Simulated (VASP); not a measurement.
Crystal: BeS.

```
CELL_PARAMETERS angstrom
0.00000 2.43515 2.43515
2.43515 0.00000 2.43515
2.43515 2.43515 0.00000
ATOMIC_POSITIONS crystal
Be 0.00000 0.00000 0.00000
S 0.25000 0.25000 0.25000
```

The cell is a database's computed one.

- Program: VASP 6.6.1
- Task: relaxation of cell and atoms
- Functional: LDA
- Potentials or basis: VASP PAW LDA potentials, release 64 (Be, S)
- Cutoff: 600 eV
- k mesh: 8 × 8 × 8
- Occupations: gaussian, width 0.02 eV
- Spin: no spin polarisation

At the start: pressure -4.2 GPa; volume 14.44 Å³/atom.

Where does the relaxation end?

Over 3 steps the energy falls by 8.8 meV/atom and the volume is 13.80 Å³/atom (-4.4 %); space group F-43m (No. 216, to 0.05 Å).

The path:
```csv
step,energy change (eV),largest force (eV/Å),pressure (GPa),volume (Å³)
1,0.0000,0.0000,-4.24,28.88
2,-0.0165,0.0000,1.09,27.31
3,-0.0175,0.0000,0.02,27.60
```

Final structure:
```cif
data_structure
_symmetry_space_group_name_H-M 'P 1'
_symmetry_Int_Tables_number 1
_cell_length_a 3.3922
_cell_length_b 3.3922
_cell_length_c 3.3922
_cell_angle_alpha 60.000
_cell_angle_beta 60.000
_cell_angle_gamma 60.000
_cell_volume 27.60
loop_
_atom_site_label
_atom_site_type_symbol
_atom_site_fract_x
_atom_site_fract_y
_atom_site_fract_z
_atom_site_occupancy
Be1 Be 0.00000 0.00000 0.00000 1
S1 S 0.25000 0.25000 0.25000 1
```
